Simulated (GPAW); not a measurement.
Runs of GPAW 26.7.0 on CdS (Greenockite). It takes space group P6_3mc (No. 186, hexagonal). Conventional cell: a = 4.150 Å, b = 4.150 Å, c = 6.737 Å, α = 90.00°, β = 90.00°, γ = 120.00°. Cd (site symmetry 3m) has 4 S at 2.53 to 2.54 Å as nearest neighbours. S (site symmetry 3m) has 4 Cd at 2.53 to 2.54 Å as nearest neighbours. 

```csv
task,level,potentials or basis,spin,k mesh,cutoff (eV),smearing,maxiter,convergence,eigensolver,band path,band points,gap on the mesh (eV),pressure (GPa),largest force (eV/Å)
single point,LDA,"the program's PAW data sets (release 1.2.1) made for this functional, pw",off,6 × 6 × 3,500,fermi-dirac 0.05 eV,120,default,-,-,-,(b),-3.6,(a)
band structure,TPSS,"GPAW PAW data sets (gpaw-data 1.2.1), pw","SOC, no magnetisation",5 × 5 × 3,600,fermi-dirac 0.05 eV,150,-,davidson,"GMKGALHA,LM,KH",60,1.36,1.7,0.07
single point,PBE,"GPAW PAW data sets (gpaw-data 1.2.1), pw",off,6 × 6 × 3,450,fermi-dirac 0.05 eV,120,default,-,-,-,1.18,1.0,0.07
dielectric tensor,PBE,"GPAW PAW data sets (gpaw-data 1.2.1), pw",off,6 × 6 × 3,450,fermi-dirac 0.001 eV,150,-,-,-,-,1.18,-,-
```

Alike in all rows: cell as given.

Fill in the values left out.

(a) 0.06; (b) 0.89.

Caveats: the cutoff is short for stress and forces, so pressures can be off by a GPa or more (some runs); spin-orbit coupling was added after a scalar SCF, so levels and gaps hold it while energy, forces, pressure and moments don't (some runs); this program's spin-orbit splittings come out too wide for heavy elements (some runs); the PAW data sets were made with another functional, which shifts forces and pressure a little (some runs); the long-wavelength limit can be off by several per cent where d states take part (some runs).

A k mesh can miss the band edges, and rows without SOC leave out spin-orbit coupling on Cd.
